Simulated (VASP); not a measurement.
# Na2S (Fm-3m) in VASP: further runs

The runs below take Na2S through single point, with PBE.

Everything below comes from runs of VASP 6.6.1. Logs are shortened: lines on timing, memory, paths and dates and some standing lists are left out, and cuts for length are marked.

## (1) Starting point

It takes space group Fm-3m (No. 225, cubic). The conventional cell has a = 6.547 Å, b = 6.547 Å, c = 6.547 Å, α = 90.00°, β = 90.00°, γ = 90.00°. Na (site symmetry -43m) is surrounded by 4 S at 2.83 Å. Around S (site symmetry m-3m) lie 8 Na at 2.83 Å.

## (2) Single point, PBE

INCAR reads:

```
  ALGO = Normal
  EDIFF = 1E-7
  ENCUT = 520
  GGA = PE
  ISIF = 2
  ISMEAR = 0
  LASPH = True
  LCHARG = True
  LELF = True
  LREAL = False
  LVHAR = True
  LWAVE = False
  NBANDS = 17
  NELM = 100
  PREC = Accurate
  SIGMA = 0.01
```

KPOINTS reads:

```
k-points
0
Gamma
  2 2 2
```

POSCAR reads:

```
Na2S
1.0
    0.0000000000      3.2735000000      3.2735000000
    3.2735000000      0.0000000000      3.2735000000
    3.2735000000      3.2735000000      0.0000000000
Na S
2 1
Direct
    0.2500000000      0.2500000000      0.2500000000
    0.7500000000      0.7500000000      0.7500000000
    0.0000000000      0.0000000000      0.0000000000
```

Potentials or basis: VASP PAW PBE potentials, release 64 (Na_pv, S).

The run is started by

```bash
$ cat potpaw_PBE.64/Na_pv/POTCAR potpaw_PBE.64/S/POTCAR > POTCAR
$ mpirun -np 1 vasp_std > vasp.out
```

OUTCAR:

```text
EDIFF = 1E-7
   ENCUT = 520
   GGA = PE
   ISIF = 2
   ISMEAR = 0
   LASPH = True
   LREAL = False
   NELM = 100
   PREC = Accurate

 ion  position               nearest neighbor table
   1  0.250  0.250  0.250-
   2  0.750  0.750  0.750-
   3  0.000  0.000  0.000-

  LATTYP: Found a face centered cubic cell.
 ALAT       =     6.5470000000

  Lattice vectors:

 A1 = (   0.0000000000,   3.2735000000,   3.2735000000)
 A2 = (   3.2735000000,   0.0000000000,   3.2735000000)
 A3 = (   3.2735000000,   3.2735000000,   0.0000000000)

Analysis of symmetry for initial positions (statically):
=====================================================================
 Subroutine PRICEL returns:
 Original cell was already a primitive cell.

 Routine SETGRP: Setting up the symmetry group for a
 face centered cubic supercell.

 Subroutine GETGRP returns: Found 48 space group operations
 (whereof 48 operations were pure point group operations)
 out of a pool of 48 trial point group operations.

The static configuration has the point symmetry O_h .

Analysis of symmetry for dynamics (positions and initial velocities):
=====================================================================
 Subroutine PRICEL returns:
 Original cell was already a primitive cell.

 Routine SETGRP: Setting up the symmetry group for a
 face centered cubic supercell.

 Subroutine GETGRP returns: Found 48 space group operations
 (whereof 48 operations were pure point group operations)
 out of a pool of 48 trial point group operations.

The dynamic configuration has the point symmetry O_h .

 Subroutine INISYM returns: Found 48 space group operations
 (whereof 48 operations are pure point group operations),
 and found     1 'primitive' translations

----------------------------------------------------------------------------------------

                                     Primitive cell

  volume of cell :      70.1564

  direct lattice vectors                    reciprocal lattice vectors
     0.000000000  3.273500000  3.273500000    -0.152741714  0.152741714  0.152741714
     3.273500000  0.000000000  3.273500000     0.152741714 -0.152741714  0.152741714
     3.273500000  3.273500000  0.000000000     0.152741714  0.152741714 -0.152741714

  length of vectors
     4.629428096  4.629428096  4.629428096     0.264556409  0.264556409  0.264556409

  position of ions in fractional coordinates (direct lattice)
     0.250000000  0.250000000  0.250000000
     0.750000000  0.750000000  0.750000000
     0.000000000  0.000000000  0.000000000

  ion indices of the primitive-cell ions
   primitive index   ion index
                 1           1
                 2           2
                 3           3

----------------------------------------------------------------------------------------

 KPOINTS: k-points

Automatic generation of k-mesh.
 Grid dimensions read from file:
 generate k-points for:    2    2    2

 Generating k-lattice:

  Cartesian coordinates                     Fractional coordinates (reciprocal lattice)
    -0.076370857  0.076370857  0.076370857     0.500000000  0.000000000  0.000000000
     0.076370857 -0.076370857  0.076370857     0.000000000  0.500000000  0.000000000
     0.076370857  0.076370857 -0.076370857     0.000000000  0.000000000  0.500000000

  Length of vectors
     0.132278204  0.132278204  0.132278204

  Shift w.r.t. Gamma in fractional coordinates (k-lattice)
     0.000000000  0.000000000  0.000000000

 Subroutine IBZKPT returns following result:
 ===========================================

 Found      3 irreducible k-points:

 Following reciprocal coordinates:
            Coordinates               Weight
  0.000000  0.000000  0.000000      1.000000
  0.500000  0.000000  0.000000      4.000000
  0.500000  0.500000  0.000000      3.000000
   k-points           NKPTS =      3   k-points in BZ     NKDIM =      3   number of bands    NBANDS=     17
   number of dos      NEDOS =    301   number of ions     NIONS =      3
   total plane-waves  NPLWV =  46656
   dimension x,y,z NGX =    36 NGY =   36 NGZ =   36
   dimension x,y,z NGXF=    72 NGYF=   72 NGZF=   72
   ions per type =               2   1
   NGX,Y,Z   is equivalent  to a cutoff of  12.93, 12.93, 12.93 a.u.
   NGXF,Y,Z  is equivalent  to a cutoff of  25.86, 25.86, 25.86 a.u.
 SYSTEM =  unknown system
   PREC   = accura    normal or accurate (medium, high low for compatibility)
   ISTART =      0    job   : 0-new  1-cont  2-samecut
   ICHARG =      2    charge: 1-file 2-atom 10-const
   ISPIN  =      1    spin polarized calculation?
   LNONCOLLINEAR =      F non collinear calculations
   LSORBIT =      F    spin-orbit coupling
   LASPH  =      T    aspherical Exc in radial PAW
   ENCUT  =  520.0 eV  38.22 Ry    6.18 a.u.   8.61  8.61  8.61*2*pi/ulx,y,z
   NELM   =    100;   NELMIN=  2; NELMDL= -5     # of ELM steps
   EDIFF  = 0.1E-06   stopping-criterion for ELM
   LREAL  =      F    real-space projection
   EDIFFG = 0.1E-05   stopping-criterion for IOM
   NSW    =      0    number of steps for IOM
   IBRION =     -1    ionic relax: 0-MD 1-quasi-New 2-CG
   NFREE  =      0    steps in history (QN), initial steepest desc. (CG)
   ISIF   =      2    stress and relaxation
   ISYM   =      2    0-nonsym 1-usesym 2-fastsym
   POTIM  = 0.5000    time-step for ionic-motion
   TEBEG  =    0.0;   TEEND  =   0.0 temperature during run
   PSTRESS=    0.0 pullay stress
   NELECT =      20.0000    total number of electrons
   NUPDOWN=      -1.0000    fix difference up-down
   EMIN   =  10.00;   EMAX   =-10.00  energy-range for DOS
   EFERMI =   0.00;   METHOD = LEGACY
   ISMEAR =     0;   SIGMA  =   0.01  broadening in eV -4-tet -1-fermi 0-gaus
   EFERMI_NEDOS =   21; number of points for ismear=-14 and -15
   IALGO  =     38    algorithm
   IMIX   =      4    mixing-type and parameters
     AMIX     =   0.40;   BMIX     =  1.00
     AMIX_MAG =   1.60;   BMIX_MAG =  1.00
  volume/ion in A,a.u.               =      23.39       157.81
  Fermi-wavevector in a.u.,A,eV,Ry     =   1.077447  2.036079 15.794888  1.160892
  Thomas-Fermi vector in A             =   2.213359
   LORBIT       =      0    0 simple, 1 ext, 2 COOP (PROOUT), +10 PAW based schemes
   GGA     = PE    functional components
   LHFCALC =     F    Hartree Fock is set to
   AEXX    =    0.0000 exact exchange contribution
   IVDW    =     0    specifies the selected vdW correction
   LEPSILON=     F    determine dielectric tensor
   LRPA    =     F    only Hartree local field effects (RPA)
 non-spin polarized calculation
 Gauss-broadening in eV      SIGMA  =   0.01
  energy-cutoff  :      520.00
  volume of cell :       70.16
 maximum number of plane-waves:      1917
 NGX is ok and might be reduce to    36
   NGX = 17   NGY = 17   NGZ = 17

 number of electron      19.9999989 magnetization

 Free energy of the ion-electron system (eV)
  ---------------------------------------------------
  ext. energy  EPLUGINS =         0.00000000
  ---------------------------------------------------
  free energy    TOTEN  =        -9.66218297 eV

  energy without entropy =       -9.66218297  energy(sigma->0) =       -9.66218297

 E-fermi :   0.4305     XC(G=0):  -7.7387

 val. band max:        0.3712551039   @ k =   0.0000   0.0000   0.0000
 cond. band min:       2.7608373265   @ k =   0.0000   0.0000   0.0000
 fundamental gap:      2.3895822226
 Fermi energy:         0.4304856076

 k-point     1 :       0.0000    0.0000    0.0000
  band No.  band energies     occupation
      1     -22.1288      2.00000
      2     -22.1288      2.00000
      3     -22.1288      2.00000
      4     -22.0761      2.00000
      5     -22.0761      2.00000
      6     -22.0761      2.00000
      7      -9.7302      2.00000
      8       0.3713      2.00000
      9       0.3713      2.00000
     10       0.3713      2.00000
     11       2.7608      0.00000
     12       7.9788      0.00000
     13       7.9788      0.00000
     14       7.9788      0.00000
     15       9.6035      0.00000
     16       9.6035      0.00000
     17      11.4616      0.00000

 k-point     2 :       0.5000    0.0000    0.0000
  band No.  band energies     occupation
      1     -22.1108      2.00000
      2     -22.1059      2.00000
      3     -22.1041      2.00000
      4     -22.1040      2.00000
      5     -22.1026      2.00000
      6     -22.1025      2.00000
      7      -9.4780      2.00000
      8      -1.3141      2.00000
      9       0.2351      2.00000
     10       0.2351      2.00000
     11       5.0261      0.00000
     12       6.7914      0.00000
     13       7.3908      0.00000
     14       7.3908      0.00000
     15      11.4030      0.00000
     16      11.6773      0.00000
     17      11.6774      0.00000

 k-point     3 :       0.5000    0.5000    0.0000
  band No.  band energies     occupation
      1     -22.1539      2.00000
      2     -22.1395      2.00000
      3     -22.1395      2.00000
      4     -22.0691      2.00000
      5     -22.0691      2.00000
      6     -22.0627      2.00000
      7      -9.3990      2.00000
      8      -1.1400      2.00000
      9      -0.1009      2.00000
     10      -0.1009      2.00000
     11       4.1223      0.00000
     12       6.2268      0.00000
     13       8.7528      0.00000
     14      10.0378      0.00000
     15      10.0378      0.00000
     16      11.9221      0.00000
     17      12.2822      0.00000

------------------------ aborting loop because EDIFF is reached ----------------------------------------

  FORCE on cell =-STRESS in cart. coord.  units (eV):
  Direction    XX          YY          ZZ          XY          YZ          ZX
  --------------------------------------------------------------------------------------
  -------------------------------------------------------------------------------------
  Total        0.4529162      0.4529162      0.4529162      0.0000000      0.0000000     -0.0000000
  in kB       10.3433537     10.3433537     10.3433537      0.0000000      0.0000000     -0.0000000
  external PRESSURE =      10.3433537 kB  Pullay stress =       0.0000000 kB

 VOLUME and BASIS-vectors are now :
 -----------------------------------------------------------------------------
  energy-cutoff  :      520.00
  volume of cell :       70.16
      direct lattice vectors                 reciprocal lattice vectors
     0.000000000  3.273500000  3.273500000    -0.152741714  0.152741714  0.152741714
     3.273500000  0.000000000  3.273500000     0.152741714 -0.152741714  0.152741714
     3.273500000  3.273500000  0.000000000     0.152741714  0.152741714 -0.152741714

 POSITION                                       TOTAL-FORCE (eV/Angst)
 -----------------------------------------------------------------------------------
      1.63675      1.63675      1.63675        -0.000000     -0.000000     -0.000000
      4.91025      4.91025      4.91025         0.000000      0.000000      0.000000
      0.00000      0.00000      0.00000         0.000000      0.000000     -0.000000
 -----------------------------------------------------------------------------------
    total drift:                                0.000000      0.000000      0.000000

  FREE ENERGIE OF THE ION-ELECTRON SYSTEM (eV)
  ---------------------------------------------------
  free  energy   TOTEN  =        -9.6621829691 eV

  energy  without entropy=       -9.6621829691  energy(sigma->0) =       -9.66218297
```

Run time: 7.4 s. Hardware: 1 thread of Intel Xeon Platinum 8259CL at 2.50GHz (Skylake/Cascade Lake), shared host; peak memory 0.19 GiB.

What came out:

```yaml
Free_energy: -9.6622 eV
Pressure: 1.0 GPa
Band_gap_on_the_k_mesh: 2.39 eV, direct
```

Caveat: the k mesh is coarse (spacing up to 0.83 Å⁻¹), so the values aren't converged. As with any semilocal functional, this PBE gap is likely too small.

## (3) Single point, PBE

INCAR reads:

```
PREC     = Accurate       # precision mode
ENCUT    = 520            # plane-wave cutoff, eV
EDIFF    = 1E-7           # SCF threshold, eV
ISMEAR   = 0              # smearing method
SIGMA    = 0.01           # smearing width, eV
LREAL    = False          # projectors in reciprocal space
LASPH    = True           # aspherical terms in the spheres
NELM     = 100            # most SCF steps
ALGO     = Fast           # electronic algorithm
ISIF     = 2              # what is computed and relaxed
LWAVE    = False          # write WAVECAR
LCHARG   = False          # write CHGCAR
GGA      = PE             # functional
NBANDS   = 17             # bands
```

KPOINTS reads:

```
Automatic mesh
0
Gamma
  3 3 3
```

POSCAR is that of step 2.

Potentials or basis: VASP PAW PBE potentials, release 64 (Na_pv, S).

The run is started by

```bash
$ cat potpaw_PBE.64/Na_pv/POTCAR potpaw_PBE.64/S/POTCAR > POTCAR
$ mpirun -np 1 vasp_std > vasp.out
```

Wall time 9.2 s (1 thread of Intel Xeon Platinum 8259CL at 2.50GHz (Skylake/Cascade Lake), shared host); peak memory 0.18 GiB.

It converged, with:

* Free energy: -9.9467 eV
* Pressure: 0.4 GPa
* Band gap on the k mesh: 2.46 eV, direct

Levels at points of the mesh, in eV from the valence-band top:
```tsv
k point	band 6	band 7	band 8	band 9	band 10	band 11	band 12	band 13	band 14	band 15
(0.00, 0.00, 0.00)	-22.23	-10.13	0.00	0.00	0.00	2.46	7.71	7.71	7.71	9.33
```

Caveat: the k mesh is coarse (spacing up to 0.55 Å⁻¹), so the values aren't converged.
